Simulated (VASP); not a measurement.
# BN (P6_3mc) in VASP: Born charges and dielectric tensor with LDA

Aim: the Born charges and dielectric tensor of BN with LDA.

Everything below comes from runs of VASP 6.6.1. Logs are shortened: lines on timing, memory, paths and dates and some standing lists are left out, and cuts for length are marked.

### Step 1. The crystal as given

It takes space group P6_3mc (No. 186, hexagonal). The conventional cell has a = 2.525 Å, b = 2.525 Å, c = 4.177 Å, α = 90.00°, β = 90.00°, γ = 120.00°. B (site symmetry 3m) has 4 N at 1.55 to 1.56 Å as nearest neighbours. Around N (site symmetry 3m) lie 4 B at 1.55 to 1.56 Å.

Measurements of this composition are mostly on another form, of space group No. 194.

### Step 2. Born charges and dielectric tensor, LDA

INCAR

```
SYSTEM = BN
PREC = Accurate ; ENCUT = 600
EDIFF = 1E-8 ; ISMEAR = 0
SIGMA = 0.02 ; LREAL = .False.
LASPH = .True. ; NELM = 80
ALGO = Normal ; ISIF = 2
LWAVE = .False. ; LCHARG = .False.
LEPSILON = .True. ; IBRION = 8
NSW = 1
```

KPOINTS

```
regular mesh
0
Gamma
  15 15 8
  0 0 0
```

POSCAR

```
BN
1.0
    2.5246400000      0.0000000000      0.0000000000
   -1.2623200000      2.1864000000      0.0000000000
    0.0000000000      0.0000000000      4.1773400000
B N
2 2
Direct
    0.6666700000      0.3333300000      0.9997000000
    0.3333300000      0.6666700000      0.4997000000
    0.6666700000      0.3333300000      0.6253000000
    0.3333300000      0.6666700000      0.1253000000
```

Potentials or basis: VASP PAW LDA potentials, release 64 (B, N).

On the command line:

```
cat potpaw_LDA.64/B/POTCAR potpaw_LDA.64/N/POTCAR > POTCAR
mpirun -np 1 vasp_std > vasp.out
```

OUTCAR:

```text
SYSTEM = BN
   PREC = Accurate
   ENCUT = 600
   EDIFF = 1E-8
   ISMEAR = 0
   LREAL = .False.
   LASPH = .True.
   NELM = 80
   ISIF = 2
   LEPSILON = .True.
   IBRION = 8
   NSW = 1

 ion  position               nearest neighbor table
   1  0.667  0.333  1.000-   4 1.55   4 1.55   4 1.55   3 1.56
   2  0.333  0.667  0.500-   3 1.55   3 1.55   3 1.55   4 1.56
   3  0.667  0.333  0.625-   2 1.55   2 1.55   2 1.55   1 1.56
   4  0.333  0.667  0.125-   1 1.55   1 1.55   1 1.55   2 1.56

  LATTYP: Found a hexagonal cell.
 ALAT       =     2.5246400000
 C/A-ratio  =     1.6546279866

  Lattice vectors:

 A1 = (   2.5246400000,   0.0000000000,   0.0000000000)
 A2 = (  -1.2623200000,   2.1864000000,   0.0000000000)
 A3 = (   0.0000000000,   0.0000000000,   4.1773400000)

Analysis of symmetry for initial positions (statically):
=====================================================================
 Subroutine PRICEL returns:
 Original cell was already a primitive cell.

 Routine SETGRP: Setting up the symmetry group for a
 hexagonal supercell.

 Subroutine GETGRP returns: Found  4 space group operations
 (whereof  2 operations were pure point group operations)
 out of a pool of 24 trial point group operations.

The static configuration has the point symmetry C_1h.
 The point group associated with its full space group is C_2v.

Analysis of symmetry for dynamics (positions and initial velocities):
=====================================================================
 Subroutine PRICEL returns:
 Original cell was already a primitive cell.

 Routine SETGRP: Setting up the symmetry group for a
 hexagonal supercell.

 Subroutine GETGRP returns: Found  4 space group operations
 (whereof  2 operations were pure point group operations)
 out of a pool of 24 trial point group operations.

The dynamic configuration has the point symmetry C_1h.
 The point group associated with its full space group is C_2v.

 Subroutine INISYM returns: Found  4 space group operations
 (whereof  2 operations are pure point group operations),
 and found     1 'primitive' translations

----------------------------------------------------------------------------------------

                                     Primitive cell

  volume of cell :      23.0584

  direct lattice vectors                    reciprocal lattice vectors
     2.524640000  0.000000000  0.000000000     0.396096077  0.228686425  0.000000000
    -1.262320000  2.186400000  0.000000000     0.000000000  0.457372850  0.000000000
     0.000000000  0.000000000  4.177340000     0.000000000  0.000000000  0.239386787

  length of vectors
     2.524640000  2.524637943  4.177340000     0.457372478  0.457372850  0.239386787

  position of ions in fractional coordinates (direct lattice)
     0.666670000  0.333330000  0.999700000
     0.333330000  0.666670000  0.499700000
     0.666670000  0.333330000  0.625300000
     0.333330000  0.666670000  0.125300000

  ion indices of the primitive-cell ions
   primitive index   ion index
                 1           1
                 2           2
                 3           3
                 4           4

----------------------------------------------------------------------------------------

 KPOINTS: regular mesh

Automatic generation of k-mesh.
 Grid dimensions read from file:
 generate k-points for:   15   15    8

 Generating k-lattice:

  Cartesian coordinates                     Fractional coordinates (reciprocal lattice)
     0.026406405  0.015245762  0.000000000     0.066666667  0.000000000  0.000000000
     0.000000000  0.030491523  0.000000000     0.000000000  0.066666667  0.000000000
     0.000000000  0.000000000  0.029923348     0.000000000  0.000000000  0.125000000

  Length of vectors
[... 509 lines left out ...]
  free energy    TOTEN  =        -0.23808831 eV

  energy without entropy =       -0.23808831

------------------------ aborting loop because EDIFF is reached ----------------------------------------

--------------------------------------- Ionic step        2  -------------------------------------------

------------------------ aborting loop because EDIFF is reached ----------------------------------------

--------------------------------------- Ionic step        3  -------------------------------------------

------------------------ aborting loop because EDIFF is reached ----------------------------------------

 PIEZOELECTRIC TENSOR FIELD DIRECTION 3  (e Angst)
 -----------------------------------------------------------------------------
    -0.73364 -0.00001 -0.00000           ( -0.01418  0.00000 -0.00000)
    -0.00001 -0.73365 -0.00000           (  0.00000 -0.01418 -0.00000)
    -0.00000 -0.00000  1.51263           ( -0.00000 -0.00000  0.02422)

 PIEZOELECTRIC TENSOR FIELD DIRECTION 3  (C/m^2)
 -----------------------------------------------------------------------------
    -0.50976 -0.00001 -0.00000
    -0.00001 -0.50976 -0.00000
    -0.00000 -0.00000  1.05103

[... ionic steps 4 to 9 ...]

--------------------------------------- Ionic step       10  -------------------------------------------

------------------------ aborting loop because EDIFF is reached ----------------------------------------

[... ionic steps 11 to 11 ...]

--------------------------------------- Ionic step       12  -------------------------------------------

 Free energy of the ion-electron system (eV)
  ---------------------------------------------------
  ---------------------------------------------------
  free energy    TOTEN  =        -0.25580929 eV

  energy without entropy =       -0.25580929

------------------------ aborting loop because EDIFF is reached ----------------------------------------

 INTERNAL STRAIN TENSOR  FOR ION    3  DIRECTION 3   (eV/Angst):
 -----------------------------------------------------------------------------
    -1.84964  0.00186 -0.00776
     0.00186 -1.84748  0.00448
     0.01589 -0.00917  1.36231

 MACROSCOPIC STATIC DIELECTRIC TENSOR (including local field effects in DFT)
 ------------------------------------------------------
           4.526003    -0.000017     0.000000
          -0.000017     4.525973     0.000000
           0.000000     0.000000     4.679776
 ------------------------------------------------------

 PIEZOELECTRIC TENSOR (including local field effects)  for field in x, y, z        (e  Angst)
          XX          YY          ZZ          XY          YZ          ZX
  --------------------------------------------------------------------------------
  x    -0.00000     0.00000     0.00000     0.00000    -0.00002    -0.88781
  y     0.00000     0.00000     0.00000     0.00000    -0.88783    -0.00002
  z    -0.73364    -0.73365     1.51263    -0.00001     0.00000    -0.00000

 PIEZOELECTRIC TENSOR (including local field effects)  for field in x, y, z        (C/m^2)
          XX          YY          ZZ          XY          YZ          ZX
  --------------------------------------------------------------------------------
  x    -0.00000     0.00000     0.00000     0.00000    -0.00001    -0.61688
  y     0.00000     0.00000     0.00000     0.00000    -0.61689    -0.00001
  z    -0.50976    -0.50976     1.05103    -0.00001     0.00000    -0.00000

 BORN EFFECTIVE CHARGES (including local field effects) (in |e|, cummulative output)
 ---------------------------------------------------------------------------------
 ion    1
    1     1.80956    -0.00000     0.00000
    2    -0.00000     1.80955    -0.00000
    3    -0.00002     0.00001     1.90400
 ion    2
    1     1.80956    -0.00000    -0.00000
    2    -0.00000     1.80955     0.00000
    3     0.00002    -0.00001     1.90400
 ion    3
    1    -1.80956     0.00000    -0.00000
    2     0.00000    -1.80955     0.00000
    3    -0.00002     0.00001    -1.90400
 ion    4
    1    -1.80956     0.00000     0.00000
    2     0.00000    -1.80955    -0.00000
    3     0.00002    -0.00001    -1.90400

 INTERNAL STRAIN TENSOR FOR ION    4 for displacements in x,y,z  (eV/Angst):
          X           Y           Z          XY          YZ          ZX
  --------------------------------------------------------------------------------
  x     0.00213    -0.00555    -0.00022    -5.28060    -0.00253    -3.11400
  y    -5.32399     5.32596     0.00013     0.08839    -3.19260    -0.00253
  z    -1.84964    -1.84748     1.36231     0.00186     0.00917     0.00776

 SECOND DERIVATIVES (NOT SYMMETRIZED)
 ------------------------------------
               1X          1Y          1Z          2X          2Y          2Z          3X          3Y          3Z          4X          4Y          4Z
  1X   -26.436905   -0.001132   -0.000859    0.200586   -0.000248   -0.000782    4.883987   -0.000035   -0.000746   21.352332    0.001415    0.002387
  1Y    -0.001132  -26.438154    0.000496   -0.000248    0.200299    0.000451   -0.000035    4.883936    0.000431    0.001415   21.353920   -0.001378
  1Z    -0.001117    0.000645  -36.606156    0.000110   -0.000063   11.950265   -0.000030    0.000017    9.405268    0.001037   -0.000599   15.250622
  2X     0.200586   -0.000248    0.000782  -26.436905   -0.001132    0.000859   21.352332    0.001415   -0.002387    4.883987   -0.000035    0.000746
  2Y    -0.000248    0.200299   -0.000451   -0.001132  -26.438154   -0.000496    0.001415   21.353920    0.001378   -0.000035    4.883936   -0.000431
  2Z    -0.000110    0.000063   11.950265    0.001117   -0.000645  -36.606156   -0.001037    0.000599   15.250622    0.000030   -0.000017    9.405268
  3X     4.881562   -0.000121   -0.000817   21.355998    0.001536   -0.001048  -26.638795   -0.002551    0.002631    0.401234    0.001136   -0.000765
  3Y    -0.000121    4.881412    0.000472    0.001536   21.357725    0.000605   -0.002551  -26.641683   -0.001519    0.001136    0.402546    0.000442
  3Z     0.000618   -0.000357    9.400808   -0.000958    0.000553   15.263936    0.000549   -0.000317  -39.086561   -0.000208    0.000120   14.421816
  4X    21.355998    0.001536    0.001048    4.881562   -0.000121    0.000817    0.401234    0.001136    0.000765  -26.638795   -0.002551   -0.002631
  4Y     0.001536   21.357725   -0.000605   -0.000121    4.881412   -0.000472    0.001136    0.402546   -0.000442   -0.002551  -26.641683    0.001519
  4Z     0.000958   -0.000553   15.263936   -0.000618    0.000357    9.400808    0.000208   -0.000120   14.421816   -0.000549    0.000317  -39.086561

 Eigenvectors and eigenvalues of the dynamical matrix
 ----------------------------------------------------

   1 f  =   34.030365 THz   213.819088 2PiTHz 1135.130783 cm-1   140.738217 meV
             X         Y         Z           dx          dy          dz
      1.262333  0.728793  4.176087    -0.000184    0.000106   -0.627586
     -0.000013  1.457607  2.087417    -0.000184    0.000106    0.627586
      1.262333  0.728793  2.612091     0.000163   -0.000094   -0.325784
     -0.000013  1.457607  0.523421     0.000163   -0.000094    0.325784
[... 71 lines left out ...]
  12 f/i=    0.002810 THz     0.017657 2PiTHz    0.093737 cm-1     0.011622 meV
             X         Y         Z           dx          dy          dz
      1.262333  0.728793  4.176087    -0.000008    0.000004   -0.466800
     -0.000013  1.457607  2.087417     0.000008   -0.000004   -0.466800
      1.262333  0.728793  2.612091     0.000008   -0.000005   -0.531129
     -0.000013  1.457607  0.523421    -0.000008    0.000005   -0.531129

--------------------------------------------------------------------------------------------------------

 MACROSCOPIC STATIC DIELECTRIC TENSOR IONIC CONTRIBUTION
 ------------------------------------------------------
           1.958842    -0.000106    -0.000000
          -0.000106     1.958716     0.000000
          -0.000000     0.000000     2.307299
 ------------------------------------------------------

 ELASTIC MODULI CONTR FROM IONIC RELAXATION (kBar)
 Direction    XX          YY          ZZ          XY          YZ          ZX
 --------------------------------------------------------------------------------
 XX        -165.2990    126.4813     14.4413      2.8279     -0.0000      0.0000
 YY         126.4813   -165.5365     14.4838     -3.0342      0.0000     -0.0000
 ZZ          14.4413     14.4838    -10.7440      0.0369      0.0000     -0.0000
 XY           2.8279     -3.0342      0.0369   -143.9669     -0.0000     -0.0000
 YZ          -0.0000      0.0000      0.0000     -0.0000    -53.6998     -0.0809
 ZX           0.0000     -0.0000     -0.0000     -0.0000     -0.0809    -49.1865
 --------------------------------------------------------------------------------

 PIEZOELECTRIC TENSOR IONIC CONTR  for field in x, y, z        (C/m^2)
          XX          YY          ZZ          XY          YZ          ZX
  --------------------------------------------------------------------------------
  x    -0.00000     0.00000     0.00000     0.00000     0.00022     0.29206
  y     0.00000    -0.00000    -0.00000     0.00000     0.30517     0.00022
  z     0.19909     0.19976    -0.14815     0.00058     0.00000    -0.00000
```

Run time: 14 min. Hardware: 1 thread of Intel Xeon 6975P-C (Granite Rapids), shared host; peak memory 0.78 GiB.

Results:

```
Band gap on the k mesh                                  : 4.91 eV, indirect (least direct gap 8.28 eV)
Electronic dielectric tensor (diagonal)                 : 4.53, 4.53, 4.68
Born charges (mean of the diagonal)                     : B +1.84; N -1.84 e
Highest phonon frequency at Γ, LO-TO splitting left out : 1135 cm⁻¹
```

Levels at points of the mesh, in eV from the valence-band top:
```tsv
k point	band 6	band 7	band 8	band 9	band 10	band 11
(0.00, 0.00, 0.00)	-0.30	0.00	0.00	8.33	8.33	8.62
(0.00, 0.00, 0.50)	-1.21	-1.21	-1.21	9.68	9.68	9.92
```

Phonon frequencies in cm⁻¹ (negative: imaginary):
| q point | frequencies |
| --- | --- |
| (0.000, 0.000, 0.000) | 0 0 0 476 476 984 984 986 1048 1081 1081 1135 |

Electronic dielectric tensor:
```
4.53 0.00 0.00
0.00 4.53 0.00
0.00 0.00 4.68
```

Born effective charge tensors (e):
atom 1, B
```
1.81 0.00 0.00
0.00 1.81 0.00
0.00 0.00 1.90
```
atom 2, B
```
1.81 0.00 0.00
0.00 1.81 0.00
0.00 0.00 1.90
```
atom 3, N
```
-1.81  0.00  0.00
 0.00 -1.81  0.00
 0.00  0.00 -1.90
```
atom 4, N
```
-1.81  0.00  0.00
 0.00 -1.81  0.00
 0.00  0.00 -1.90
```

Caveat: an odd mesh through Γ misses points on the zone boundary, where band edges often lie. A hybrid or GW would open this gap; LDA tends to underestimate it.
